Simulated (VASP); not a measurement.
# Zn (P6_3/mmc) in VASP: further runs

Aim: see how the results for Zn move with the level of theory and the settings. Levels: LDA, PBE. Tasks: relaxation of cell and atoms.

All numbers are computed with VASP 6.6.1; they aren't measurements. Logs are shortened: lines on timing, memory, paths and dates and some standing lists are left out, and cuts for length are marked.

## (1) The crystal as given

The structure is hexagonal, space group P6_3/mmc (No. 194). The conventional cell has a = 2.561 Å, b = 2.561 Å, c = 4.833 Å, α = 90.00°, β = 90.00°, γ = 120.00°. Zn (site symmetry -6m2) is surrounded by 12 Zn at 2.56 to 2.83 Å.

## (2) Relaxation of cell and atoms, LDA

Input file INCAR:

```
SYSTEM = Zn
ALGO = Normal ; EDIFF = 1E-7
EDIFFG = -0.005 ; ENCUT = 600
IBRION = 2 ; ISIF = 3
ISMEAR = 1 ; LASPH = .TRUE.
LCHARG = .FALSE. ; LREAL = .FALSE.
LWAVE = .FALSE. ; NELM = 80
NSW = 90 ; PREC = Accurate
SIGMA = 0.1
```

Input file KPOINTS:

```
k-points
0
G
  18 18 8
  0 0 0
```

Input file POSCAR:

```
Zn                                      
1.0
    2.5611995481      0.0000000000      0.0000000000
   -1.2805997740      2.2180638728     -0.0000000000
    0.0000000000      0.0000000000      4.8328431416
  Zn            
     2
Direct
     0.3333333332999970    0.6666666667000030    0.2500000000000000
     0.6666666667000030    0.3333333332999970    0.7500000000000000
```

Potentials or basis: VASP PAW LDA potentials, release 64 (Zn).

On the command line:

```console
> cat potpaw_LDA.64/Zn/POTCAR > POTCAR
> mpirun -np 1 vasp_std > vasp.out
```

OUTCAR:

```text
SYSTEM = Zn
   EDIFF = 1E-7
   EDIFFG = -0.005
   ENCUT = 600
   IBRION = 2
   ISIF = 3
   ISMEAR = 1
   LASPH = .TRUE.
   LREAL = .FALSE.
   NELM = 80
   NSW = 90
   PREC = Accurate

 ion  position               nearest neighbor table
   1  0.333  0.667  0.250-   2 2.83   2 2.83   2 2.83   2 2.83   2 2.83   2 2.83
   2  0.667  0.333  0.750-   1 2.83   1 2.83   1 2.83   1 2.83   1 2.83   1 2.83

  LATTYP: Found a hexagonal cell.
 ALAT       =     2.5611995481
 C/A-ratio  =     1.8869451797

  Lattice vectors:

 A1 = (   2.5611995481,   0.0000000000,   0.0000000000)
 A2 = (  -1.2805997740,   2.2180638728,   0.0000000000)
 A3 = (   0.0000000000,   0.0000000000,   4.8328431416)

Analysis of symmetry for initial positions (statically):
=====================================================================
 Subroutine PRICEL returns:
 Original cell was already a primitive cell.

 Routine SETGRP: Setting up the symmetry group for a
 hexagonal supercell.

 Subroutine GETGRP returns: Found 24 space group operations
 (whereof 12 operations were pure point group operations)
 out of a pool of 24 trial point group operations.

The static configuration has the point symmetry D_3d.
 The point group associated with its full space group is D_6h.

Analysis of symmetry for dynamics (positions and initial velocities):
=====================================================================
 Subroutine PRICEL returns:
 Original cell was already a primitive cell.

 Routine SETGRP: Setting up the symmetry group for a
 hexagonal supercell.

 Subroutine GETGRP returns: Found 24 space group operations
 (whereof 12 operations were pure point group operations)
 out of a pool of 24 trial point group operations.

The dynamic configuration has the point symmetry D_3d.
 The point group associated with its full space group is D_6h.

 Subroutine INISYM returns: Found 24 space group operations
 (whereof 12 operations are pure point group operations),
 and found     1 'primitive' translations

----------------------------------------------------------------------------------------

                                     Primitive cell

  volume of cell :      27.4549

  direct lattice vectors                    reciprocal lattice vectors
     2.561199548  0.000000000  0.000000000     0.390442049  0.225421822  0.000000000
    -1.280599774  2.218063873  0.000000000     0.000000000  0.450843644  0.000000000
     0.000000000  0.000000000  4.832843142     0.000000000  0.000000000  0.206917537

  length of vectors
     2.561199548  2.561199548  4.832843142     0.450843644  0.450843644  0.206917537

  position of ions in fractional coordinates (direct lattice)
     0.333333333  0.666666667  0.250000000
     0.666666667  0.333333333  0.750000000

  ion indices of the primitive-cell ions
   primitive index   ion index
                 1           1
                 2           2

----------------------------------------------------------------------------------------

 KPOINTS: k-points

Automatic generation of k-mesh.
 Grid dimensions read from file:
 generate k-points for:   18   18    8

 Generating k-lattice:

  Cartesian coordinates                     Fractional coordinates (reciprocal lattice)
     0.021691225  0.012523435  0.000000000     0.055555556  0.000000000  0.000000000
     0.000000000  0.025046869  0.000000000     0.000000000  0.055555556  0.000000000
     0.000000000  0.000000000  0.025864692     0.000000000  0.000000000  0.125000000

  Length of vectors
     0.025046869  0.025046869  0.025864692

  Shift w.r.t. Gamma in fractional coordinates (k-lattice)
     0.000000000  0.000000000  0.000000000

 Subroutine IBZKPT returns following result:
 ===========================================

 Found    185 irreducible k-points:

 Following reciprocal coordinates:
            Coordinates               Weight
  0.000000  0.000000  0.000000      1.000000
  0.055556  0.000000  0.000000      6.000000
  0.111111  0.000000  0.000000      6.000000
  0.166667  0.000000  0.000000      6.000000
  0.222222  0.000000  0.000000      6.000000
  0.277778  0.000000  0.000000      6.000000
[... 16 lines left out ...]
  0.333333  0.111111  0.000000     12.000000
  0.388889  0.111111  0.000000     12.000000
 [... further k-points ...]
   k-points           NKPTS =    185   k-points in BZ     NKDIM =    185   number of bands    NBANDS=     16
   number of dos      NEDOS =    301   number of ions     NIONS =      2
   total plane-waves  NPLWV =  16000
   dimension x,y,z NGX =    20 NGY =   20 NGZ =   40
   dimension x,y,z NGXF=    40 NGYF=   40 NGZF=   80
   ions per type =               2
   NGX,Y,Z   is equivalent  to a cutoff of  12.98, 12.98, 13.76 a.u.
   NGXF,Y,Z  is equivalent  to a cutoff of  25.96, 25.96, 27.52 a.u.
 SYSTEM =  Zn
   PREC   = accura    normal or accurate (medium, high low for compatibility)
   ISTART =      0    job   : 0-new  1-cont  2-samecut
   ICHARG =      2    charge: 1-file 2-atom 10-const
   ISPIN  =      1    spin polarized calculation?
   LNONCOLLINEAR =      F non collinear calculations
   LSORBIT =      F    spin-orbit coupling
   LASPH  =      T    aspherical Exc in radial PAW
   ENCUT  =  600.0 eV  44.10 Ry    6.64 a.u.   5.12  5.12  9.65*2*pi/ulx,y,z
   NELM   =     80;   NELMIN=  2; NELMDL= -5     # of ELM steps
   EDIFF  = 0.1E-06   stopping-criterion for ELM
   LREAL  =      F    real-space projection
   EDIFFG = -.5E-02   stopping-criterion for IOM
   NSW    =     90    number of steps for IOM
   IBRION =      2    ionic relax: 0-MD 1-quasi-New 2-CG
   NFREE  =      1    steps in history (QN), initial steepest desc. (CG)
   ISIF   =      3    stress and relaxation
   ISYM   =      2    0-nonsym 1-usesym 2-fastsym
   POTIM  = 0.5000    time-step for ionic-motion
   TEBEG  =    0.0;   TEEND  =   0.0 temperature during run
   PSTRESS=    0.0 pullay stress
   NELECT =      24.0000    total number of electrons
   NUPDOWN=      -1.0000    fix difference up-down
   EMIN   =  10.00;   EMAX   =-10.00  energy-range for DOS
   EFERMI =   0.00;   METHOD = LEGACY
   ISMEAR =     1;   SIGMA  =   0.10  broadening in eV -4-tet -1-fermi 0-gaus
   EFERMI_NEDOS =   21; number of points for ismear=-14 and -15
   IALGO  =     38    algorithm
   IMIX   =      4    mixing-type and parameters
     AMIX     =   0.40;   BMIX     =  1.00
     AMIX_MAG =   1.60;   BMIX_MAG =  1.00
  volume/ion in A,a.u.               =      13.73        92.64
  Fermi-wavevector in a.u.,A,eV,Ry     =   1.565327  2.958040 33.337674  2.450250
  Thomas-Fermi vector in A             =   2.667820
   LORBIT       =      0    0 simple, 1 ext, 2 COOP (PROOUT), +10 PAW based schemes
   GGA     = CA    functional components
   LHFCALC =     F    Hartree Fock is set to
   AEXX    =    0.0000 exact exchange contribution
   IVDW    =     0    specifies the selected vdW correction
   LEPSILON=     F    determine dielectric tensor
   LRPA    =     F    only Hartree local field effects (RPA)
 conjugate gradient relaxation of ions
 non-spin polarized calculation
 Methfessel and Paxton  Order N= 1 SIGMA  =   0.10
  energy-cutoff  :      600.00
  volume of cell :       27.45
 maximum number of plane-waves:       932
   NGX = 11   NGY = 11   NGZ = 19

--------------------------------------- Ionic step        1  -------------------------------------------

 number of electron      23.9999969 magnetization

 Free energy of the ion-electron system (eV)
  ---------------------------------------------------
  ext. energy  EPLUGINS =         0.00000000
  ---------------------------------------------------
  free energy    TOTEN  =        -3.75491171 eV

  energy without entropy =       -3.75445802  energy(sigma->0) =       -3.75476048

------------------------ aborting loop because EDIFF is reached ----------------------------------------

  FORCE on cell =-STRESS in cart. coord.  units (eV):
  Direction    XX          YY          ZZ          XY          YZ          ZX
  --------------------------------------------------------------------------------------
  -------------------------------------------------------------------------------------
  Total       -0.0187590     -0.0187590      0.0109103     -0.0000000     -0.0000000      0.0000000
  in kB       -1.0947115     -1.0947115      0.6366894     -0.0000000     -0.0000000      0.0000000
  external PRESSURE =      -0.5175779 kB  Pullay stress =       0.0000000 kB
[... 201 lines left out ...]
  energy  without entropy=       -3.7544674231  energy(sigma->0) =       -3.75477800

--------------------------------------- Ionic step        7  -------------------------------------------

 number of electron      23.9999968 magnetization

 Free energy of the ion-electron system (eV)
  ---------------------------------------------------
  ext. energy  EPLUGINS =         0.00000000
  ---------------------------------------------------
  free energy    TOTEN  =        -3.75494544 eV

  energy without entropy =       -3.75450559  energy(sigma->0) =       -3.75479882

 E-fermi :   3.7665     XC(G=0): -12.4319

 val. band max:        3.7238130321   @ k =   0.2222   0.0556   0.1250
 cond. band min:       3.7839367412   @ k =   0.0556   0.0000   0.2500
 fundamental gap:      0.0601237091
 Fermi energy:         3.7665108322

 k-point     1 :       0.0000    0.0000    0.0000
  band No.  band energies     occupation
      1      -7.6012      2.00000
      2      -5.5796      2.00000
      3      -4.7154      2.00000
      4      -4.4121      2.00000
      5      -4.4121      2.00000
      6      -4.3566      2.00000
[... 8 lines left out ...]
     15      21.4711      0.00000
     16      22.7610      0.00000
[... 420 lines left out ...]
  band No.  band energies     occupation
      1      -5.1880      2.00000
      2      -5.0848      2.00000
      3      -4.9560      2.00000
      4      -4.4262      2.00000
      5      -4.2378      2.00000
      6      -4.2373      2.00000
[... 8 lines left out ...]
     15       9.5631      0.00000
     16      10.8552      0.00000

 [... further k-points ...]
[... 5 lines left out ...]
  --------------------------------------------------------------------------------------
  -------------------------------------------------------------------------------------
  Total       -0.0066258     -0.0066258     -0.0025793     -0.0000000     -0.0000000      0.0000000
  in kB       -0.3863506     -0.3863506     -0.1503992     -0.0000000     -0.0000000      0.0000000
  external PRESSURE =      -0.3077002 kB  Pullay stress =       0.0000000 kB
[... 17 lines left out ...]
  FREE ENERGIE OF THE ION-ELECTRON SYSTEM (eV)
  ---------------------------------------------------
  free  energy   TOTEN  =        -3.7549454352 eV

  energy  without entropy=       -3.7545055871  energy(sigma->0) =       -3.75479882

 reached required accuracy - stopping structural energy minimisation
```

Wall time 1.9 min (1 thread of Intel Xeon 6975P-C (Granite Rapids), shared host); peak memory 0.2 GiB.

Results:

```
Free energy                            : -3.7549 eV
Relaxed volume                         : 13.74 Å³/atom
Relaxed cell                           : a = 2.559 Å, b = 2.559 Å, c = 4.846 Å, α = 90.00°, β = 90.00°, γ = 120.00°
Space group after relaxing (to 0.05 Å) : P6_3/mmc (No. 194)
Energy gained by relaxing              : 0.0 meV/atom
Ionic steps                            : 7
Pressure after relaxing                : 0.0 GPa
Band gap on the k mesh                 : none (metal or under the smearing width)
```

Final structure:
```
Zn
1.0
     2.55886    0.00000    0.00000
    -1.27943    2.21604    0.00000
     0.00000    0.00000    4.84553
Zn
2
Direct
  0.33333 0.66667 0.25000
  0.66667 0.33333 0.75000
```

## (3) Relaxation of cell and atoms, PBE

This run uses another cell than the first one, of 15.33 Å³/atom, 1.117 times its volume.

Input file INCAR:

```
SYSTEM = Zn
  PREC = Accurate
  ENCUT = 600
  EDIFF = 1E-6
  ISMEAR = 1
  SIGMA = 0.1
  LREAL = .FALSE.
  LASPH = .TRUE.
  NELM = 80
  ALGO = Normal
  ISIF = 3
  LWAVE = .FALSE.
  LCHARG = .FALSE.
  GGA = PE
  IBRION = 2
  NSW = 90
  EDIFFG = -0.01
  KPAR = 2
```

Input file KPOINTS:

```
regular mesh
0
G
  18 18 8
  0 0 0
```

Input file POSCAR:

```
Zn
1.0
    2.6700000000      0.0000000000      0.0000000000
   -1.3350000000      2.3122878281      0.0000000000
    0.0000000000      0.0000000000      4.9660000000
Zn
2
Direct
    0.3333333333      0.6666666667      0.2500000000
    0.6666666667      0.3333333333      0.7500000000
```

Potentials or basis: VASP PAW PBE potentials, release 64 (Zn).

On the command line:

```console
> cat potpaw_PBE.64/Zn/POTCAR > POTCAR
> mpirun -np 2 vasp_std > vasp.out
```

It took 1.8 min on 2 MPI ranks of Intel Xeon 6975P-C (Granite Rapids), shared host; peak memory 0.22 GiB.

The run converged. Its results:

| Quantity | Value |
| --- | --- |
| Free energy | -2.2194 eV |
| Relaxed volume | 15.38 Å³/atom |
| Relaxed cell | a = 2.634 Å, b = 2.634 Å, c = 5.117 Å, α = 90.00°, β = 90.00°, γ = 120.00° |
| Space group after relaxing (to 0.05 Å) | P6_3/mmc (No. 194) |
| Energy gained by relaxing | 2.7 meV/atom |
| Ionic steps | 12 |
| Pressure after relaxing | 0.0 GPa |
| Band gap on the k mesh | none (metal or under the smearing width) |

Stress tensor (GPa, compression positive):
```
 0.08  0.00  0.00
 0.00  0.08  0.00
 0.00  0.00 -0.07
```

Step by step:
| step | energy change (eV) | largest force (eV/Å) | pressure (GPa) | volume (Å³) |
| --- | --- | --- | --- | --- |
| 1 | 0.0000 | 0.0000 | -0.60 | 30.66 |
| 2 | -0.0009 | 0.0000 | 0.09 | 30.40 |
| 3 | -0.0010 | 0.0000 | 0.29 | 30.32 |
| 4 | -0.0020 | 0.0000 | 0.44 | 30.34 |
| 5 | -0.0044 | 0.0000 | 0.65 | 30.39 |
| 6 | -0.0045 | 0.0000 | 0.84 | 30.41 |
| 7 | -0.0051 | 0.0000 | 0.55 | 30.55 |
| 8 | -0.0053 | 0.0000 | 0.22 | 30.73 |
| 9 | -0.0053 | 0.0000 | 0.29 | 30.71 |
| 10 | -0.0053 | 0.0000 | 0.26 | 30.72 |
| 11 | -0.0054 | 0.0000 | -0.05 | 30.74 |
| 12 | -0.0054 | 0.0000 | 0.03 | 30.75 |

Final structure:
```yaml
crystal:
  lattice:
    - [2.63421, 0.00000, 0.00000]
    - [-1.31711, 2.28130, 0.00000]
    - [0.00000, 0.00000, 5.11709]
  atoms:
    - { symbol: Zn, position: [0.33333, 0.66667, 0.25000] }
    - { symbol: Zn, position: [0.66667, 0.33333, 0.75000] }
```

Levels at points of the mesh, in eV from the Fermi level:
```tsv
k point	band 10	band 11	band 12	band 13	band 14	band 15
(0.00, 0.00, 0.00)	-7.08	-7.08	-3.74	-3.53	12.08	15.91
(0.50, 0.00, 0.00)	-6.85	-2.64	-1.92	2.34	3.59	3.82
(0.00, 0.00, 0.50)	-7.15	-7.15	-7.15	3.75	3.75	19.43
(0.50, 0.00, 0.50)	-6.86	-1.74	-1.74	0.29	0.29	9.53
```
